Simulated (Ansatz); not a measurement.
## SnO2: band structure with PBE

Crystal: SnO2.

```
CELL_PARAMETERS angstrom
-2.00007 2.00007 5.12368
2.00007 -2.00007 5.12368
2.00007 2.00007 -5.12368
ATOMIC_POSITIONS crystal
Sn 0.00000 0.00000 0.00000
Sn 0.75000 0.25000 0.50000
O 0.54652 0.04652 0.50000
O 0.20348 0.20348 0.00000
O 0.95348 0.45348 0.50000
O 0.79652 0.79652 0.00000
```

Measurements of this composition are mostly on another form, of space group No. 136.

```json
{
 "Program": "Ansatz 0.2.0",
 "Task": "band structure",
 "Functional": "PBE",
 "Potentials or basis": "Ansatz PAW",
 "Cutoff": "420 eV (not typed: the program's choice for these potentials)",
 "k mesh": "7 × 7 × 7",
 "Occupations": "fermi-dirac, width 0.05 eV",
 "Spin": "spin-orbit coupling, no magnetisation",
 "Path": "[[\"G\", \"X\", \"Y\", \"S\", \"G\", \"Z\", \"S1\", \"N\", \"P\", \"Y1\", \"Z\"], [\"X\", \"P\"]]",
 "Points for each segment of the path": "14"
}
```

The pressure is 5.8 GPa and the largest force is 0.038 eV/Å. The band gap on the k mesh is 1.65 eV, indirect (least direct gap 2.03 eV) and the band gap along the path is 1.65 eV, indirect (least direct gap 2.03 eV).

Forces on the atoms (eV/Å):
```
Sn   0.000  0.000  0.000
Sn   0.000  0.000  0.000
O    0.000  0.000 -0.038
O    0.000  0.000  0.038
O    0.000  0.000  0.038
O    0.000  0.000 -0.038
```

Stress tensor (GPa, compression positive):
```
5.98 0.00 0.00
0.00 5.98 0.00
0.00 0.00 5.49
```

Levels at the corners of the path, in eV from the valence-band top:
```tsv
point	band 49	band 50	band 51	band 52	band 53	band 54	band 55	band 56
Γ	-0.39	-0.39	-0.38	-0.38	1.65	1.65	5.57	5.57
X	-0.05	-0.05	-0.05	-0.05	7.35	7.35	7.35	7.35
Y	-0.07	-0.07	-0.07	-0.07	6.81	6.81	6.85	6.85
S	-0.43	-0.43	-0.42	-0.42	4.91	4.91	6.22	6.22
Γ	-0.39	-0.39	-0.38	-0.38	1.65	1.65	5.57	5.57
Z	-0.29	-0.29	-0.29	-0.29	4.27	4.27	4.27	4.27
S1	-0.43	-0.43	-0.42	-0.42	4.91	4.91	6.22	6.22
N	-0.57	-0.57	-0.38	-0.38	4.98	4.98	6.25	6.25
P	-0.01	-0.01	0.00	0.00	7.28	7.28	7.31	7.31
Y1	-0.07	-0.07	-0.07	-0.07	6.81	6.81	6.85	6.85
Z	-0.29	-0.29	-0.29	-0.29	4.27	4.27	4.27	4.27
X	-0.05	-0.05	-0.05	-0.05	7.35	7.35	7.35	7.35
P	-0.01	-0.01	0.00	0.00	7.28	7.28	7.31	7.31
```

Run time: 28 s on 2 threads of AMD EPYC 9R45 96-Core Processor (Zen 5) (shared host), peak memory 1.1 GiB.

Caveat: the pressure holds a Pulay correction of +0.8 GPa for the finite cutoff. Expect the measured gap to be larger: semilocal functionals such as PBE lack the derivative discontinuity.
